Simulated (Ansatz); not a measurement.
A run of Ansatz 0.2.0 is set up as follows.

The input input.yaml:

```yaml
crystal:
  lattice:
    - [3.8227, 0.0, 0.0]
    - [-1.91135, 3.310555311, 0.0]
    - [0.0, 0.0, 12.52]
  atoms:
    - { symbol: Zn, position: [0.6666666667, 0.3333333333, 0.75] }
    - { symbol: Zn, position: [0.3333333333, 0.6666666667, 0.25] }
    - { symbol: Zn, position: [0.0, 0.0, 0.5] }
    - { symbol: Zn, position: [0.0, 0.0, 0.0] }
    - { symbol: S, position: [0.6666666667, 0.3333333333, 0.9375] }
    - { symbol: S, position: [0.3333333333, 0.6666666667, 0.4375] }
    - { symbol: S, position: [0.0, 0.0, 0.6875] }
    - { symbol: S, position: [0.0, 0.0, 0.1875] }
hamiltonian:
  xc: pbesol
  pseudopotentials: { kind: paw }
kpoints:
  mp_grid: { grid: [8, 8, 3] }
  band_path:
    path:
      - [[0.0, 0.0, 0.0], [0.5, 0.0, 0.0], [0.3333333333, 0.3333333333, 0.0], [0.0, 0.0, 0.0], [0.0, 0.0, 0.5], [0.5, 0.0, 0.5], [0.3333333333, 0.3333333333, 0.5], [0.0, 0.0, 0.5]]
      - [[0.5, 0.0, 0.5], [0.5, 0.0, 0.0]]
      - [[0.3333333333, 0.3333333333, 0.0], [0.3333333333, 0.3333333333, 0.5]]
    npoints: 10
scf:
  occupations: { method: fermi_dirac, width: 0.05 }
  n_extra_bands: 20
output:
  forces: true
  stress: true
  eigenvalues: true
  fatbands: true
```

Potentials or basis: Ansatz PAW.

The run is started by

```bash
$ ansatz run input.yaml --threads 2 --pin off --max-ram 5120MiB --backend cpu --events-out ev --progress --plain --runs-dir out
```

(1) Predict the band gap along the path.

(2) Predict the band gap on the k mesh.

Results:

(1) 1.99 eV, direct.

(2) 1.99 eV, direct.

**What was measured.**

A printed reference work, monograph reports, for a bulk crystal of ZnS at 4 K: band gap 3.911 eV (direct).

Measured gap of ZnS: 3.911 eV (direct; 4 K; a printed reference work, monograph). This calculation gives 1.99 eV (-1.92 eV). The value is that of PBEsol, without temperature or zero-point motion. Semilocal functionals fall short of measured gaps as a rule.
